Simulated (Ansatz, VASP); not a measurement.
One calculation of Li, two programs

```
CELL_PARAMETERS angstrom
-1.71581 1.71581 1.71581
1.71581 -1.71581 1.71581
1.71581 1.71581 -1.71581
ATOMIC_POSITIONS crystal
Li 0.00000 0.00000 0.00000
```

Alike in both runs: task relaxation of cell and atoms; functional PBE; dispersion D3(BJ); k mesh 16 × 16 × 16; occupations gaussian, width 0.1 eV; no spin polarisation.

```csv
,VASP,Ansatz
version,VASP 6.6.1,Ansatz 0.2.0
potentials or method,"VASP PAW PBE potentials, release 64 (Li_sv)","scalar-relativistic, plane waves, PAW"
plane-wave cutoff (eV),600,420
valence electrons in the cell,3,3
```

Ansatz gave:

```
gap on the k mesh at the Fermi level, each at its own relaxed structure (eV) : none
relaxed volume (Å³/atom)                                                     : 18.33
relaxed cell length with the largest relative difference (Å)                 : 2.877
energy change over the relaxation (meV/atom)                                 : -8
```

Q: What did VASP give for the same quantities?

A: gap on the k mesh at the Fermi level, each at its own relaxed structure (eV): none; relaxed volume (Å³/atom): 18.10; relaxed cell length with the largest relative difference (Å): 2.865; energy change over the relaxation (meV/atom): -10.

A gap of «none» marks a metal or a gap that the smearing closes.

Caveats: the cutoff is under 1.25 times the usual one of these potentials, so pressure, stress and relaxed cells hold a basis-set (Pulay) error (VASP); pairwise dispersion overbinds metals, which lowers pressure and volume.
